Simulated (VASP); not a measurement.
## VASP 6.6.1 run: LiH

INCAR

```
SIGMA = 0.02
NELECT = 5
NSW = 0
EDIFF = 1E-7
PREC = Accurate
IBRION = -1
NBANDS = 9
LREAL = .FALSE.
LWAVE = .FALSE.
ENCUT = 520
ISIF = 2
ISMEAR = -1
NELM = 120
LASPH = .TRUE.
LCHARG = .FALSE.
METAGGA = TPSS
```

KPOINTS

```
KPOINTS created by Atomic Simulation Environment
0
Gamma
10 10 10
0 0 0
```

POSCAR

```
Li H
 1.0000000000000000
     0.0000000000000000    2.0029948411000000    2.0029948411000000
     2.0029948411000000    0.0000000000000000    2.0029948411000000
     2.0029948411000000    2.0029948411000000    0.0000000000000000
 Li  H
   1   1
Cartesian
  0.0000000000000000  0.0000000000000000  0.0000000000000000
  2.0029948411000000  2.0029948411000000  2.0029948411000000
```

The recommended PBE PAW datasets give the neutral cell 4 valence electrons.

Command

```
mpirun -np 1 vasp_std
```

Q: How does this run end, and what does it give?

A: It converged. Results: pressure 58.2 GPa.

OSZICAR

```
N       E                     dE             d eps       ncg     rms          rms(c)
DAV:   1     0.228458563044E+02    0.22846E+02   -0.45351E+06   846   0.108E+07
DAV:   2    -0.347044291775E+03   -0.36989E+03   -0.36542E+03  1574   0.336E+03
DAV:   3    -0.113449852922E+05   -0.10998E+05   -0.10794E+05  1372   0.489E+02
DAV:   4    -0.250906577045E+05   -0.13746E+05   -0.22840E+05  1572   0.483E+03
DAV:   5    -0.200935261134E+05    0.49971E+04   -0.19259E+05  1514   0.729E+03    0.105E+01
DAV:   6    -0.307410087221E+01    0.20090E+05   -0.31949E+03  1103   0.309E+02    0.419E+00
DAV:   7    -0.341773343297E+01   -0.34363E+00   -0.32427E+00  1257   0.168E+01    0.398E+00
DAV:   8    -0.294408200385E+01    0.47365E+00   -0.44361E-01  1101   0.517E+00    0.247E+00
DAV:   9    -0.290908579806E+01    0.34996E-01   -0.50168E-01  1040   0.467E+00    0.716E-01
DAV:  10    -0.277553305006E+01    0.13355E+00   -0.17283E-01  1012   0.258E+00    0.332E-01
...
DAV:  26    -0.278604915418E+01   -0.85028E-05   -0.27380E-05  1036   0.532E-02    0.889E-03
DAV:  27    -0.278605021692E+01   -0.10627E-05   -0.68168E-06   995   0.281E-02    0.823E-03
DAV:  28    -0.278604857188E+01    0.16450E-05   -0.68409E-07   895   0.990E-03    0.524E-03
DAV:  29    -0.278604761843E+01    0.95345E-06   -0.93385E-08  1032   0.147E-03    0.334E-03
DAV:  30    -0.278604708668E+01    0.53175E-06   -0.29109E-07  1254   0.368E-03    0.181E-03
DAV:  31    -0.278604672902E+01    0.35766E-06   -0.29972E-07  1237   0.481E-03    0.702E-04
DAV:  32    -0.278604652357E+01    0.20545E-06   -0.20904E-07  1253   0.415E-03    0.110E-04
DAV:  33    -0.278604641996E+01    0.10361E-06   -0.10348E-07  1161   0.311E-03    0.393E-04
DAV:  34    -0.278604643450E+01   -0.14543E-07   -0.22349E-08   695   0.173E-03
   1 F= -.27860464E+01 E0= -.27855944E+01  d E =-.904154E-03
```

The cell is charged and sits in a uniform background.

For comparison, a separate PBE run of the intended cell, on usual settings and not on those above, gives a gap of 2.98 eV on its mesh and a pressure of -0.2 GPa.
